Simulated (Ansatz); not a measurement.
**PbO: course of a relaxation**

Method: Ansatz, DFT PBE+D3(BJ), scalar-relativistic, plane waves, PAW. Run with 420 eV cutoff, 12×12×12 k-mesh, Gaussian smearing of 0.10 eV, no spin polarisation.

What was changed: relaxed at 60 GPa.

Spin–orbit coupling is left out, which can shift energies with elements as heavy as these.

Other phases may be more stable at this pressure.

Command:

```bash
ansatz run input.yaml --threads 1 --pin off --max-ram 2560MiB --backend cpu --events-out ev --progress --plain --runs-dir out
```

Input:

```yaml
crystal:
  lattice:
    - [3.9114508771, 0.0, 0.0]
    - [0.0, 3.9114508771, 0.0]
    - [0.0, 0.0, 3.3322040892]
  atoms:
    - { symbol: Pb, position: [0.0, 0.5, 0.320656571] }
    - { symbol: Pb, position: [0.5, 0.0, 0.679343429] }
    - { symbol: O, position: [0.0, 0.0, 0.0] }
    - { symbol: O, position: [0.5, 0.5, 0.0] }
basis:
  ecutwfc: 420
kpoints:
  mp_grid: { grid: [12, 12, 12] }
hamiltonian:
  xc: pbe
  dispersion: d3bj
scf:
  occupations: { method: gaussian, width: 0.1 }
output:
  forces: true
  stress: true
  eigenvalues: true
relax:
  adjacent_minimum: "off"
  f_tol: 0.008
  max_steps: 50
  cell: { stress_tol: 0.08, p_target: 60.0 }
```

F is the free energy. Steps run on the plane waves of an earlier cell, but the last one, and at times one on the way, on a freshly chosen basis, so a repeated geometry can differ a little in energy. The relaxation lowers the enthalpy F + PV at the target pressure, so F itself can rise.

At step 2 F + PV rises: a step can overshoot before the optimiser corrects it.

Steps:

| step | F − F(1) (eV) | largest force component (eV/Å) | V (Å³/atom) | P (GPa) |
| --- | --- | --- | --- | --- |
| 1 | 0.0000 | 0.640 | 12.745 | 50.57 |
| 2 | 1.8500 | 0.286 | 11.541 | 80.09 |
| 3 | 0.6036 | 0.290 | 12.267 | 60.29 |
| 4 | 0.6469 | 0.220 | 12.230 | 60.66 |
| 5 | 0.6171 | 0.271 | 12.244 | 57.89 |
| 6 | 0.7491 | 0.013 | 12.150 | 60.70 |
| 7 | 0.6885 | 0.010 | 12.190 | 59.91 |
| 8 | 0.6948 | 0.000 | 12.186 | 60.00 |
| 9 | 0.6982 | 0.001 | 12.186 | 59.87 |
| 10 | 0.7110 | 0.001 | 12.177 | 60.01 |
| 11 | 0.7111 | 0.001 | 12.177 | 60.01 |

Relaxed structure:

```cif
data_structure
_symmetry_space_group_name_H-M 'P 1'
_symmetry_Int_Tables_number 1
_cell_length_a 3.9558
_cell_length_b 3.9558
_cell_length_c 3.1128
_cell_angle_alpha 90.000
_cell_angle_beta 90.000
_cell_angle_gamma 90.000
_cell_volume 48.71
loop_
_atom_site_label
_atom_site_type_symbol
_atom_site_fract_x
_atom_site_fract_y
_atom_site_fract_z
_atom_site_occupancy
Pb1 Pb 0.00000 0.50000 0.34701 1
Pb2 Pb 0.50000 0.00000 0.65299 1
O1 O 0.00000 0.00000 0.00000 1
O2 O 0.50000 0.50000 0.00000 1
```

The structure is tetragonal, space group P4/nmm (No. 129). Conventional cell: a = 3.956 Å, b = 3.956 Å, c = 3.113 Å, α = 90.00°, β = 90.00°, γ = 90.00°. Pb (site symmetry 4mm) has 4 O at 2.25 Å as nearest neighbours. O (site symmetry -4m2) has 4 Pb at 2.25 Å as nearest neighbours.

The run converged. It took 2.5 min on 1 thread of Intel(R) Xeon(R) Platinum 8275CL CPU @ 3.00GHz (Skylake/Cascade Lake), with other jobs on the host, peak memory 0.54 GiB.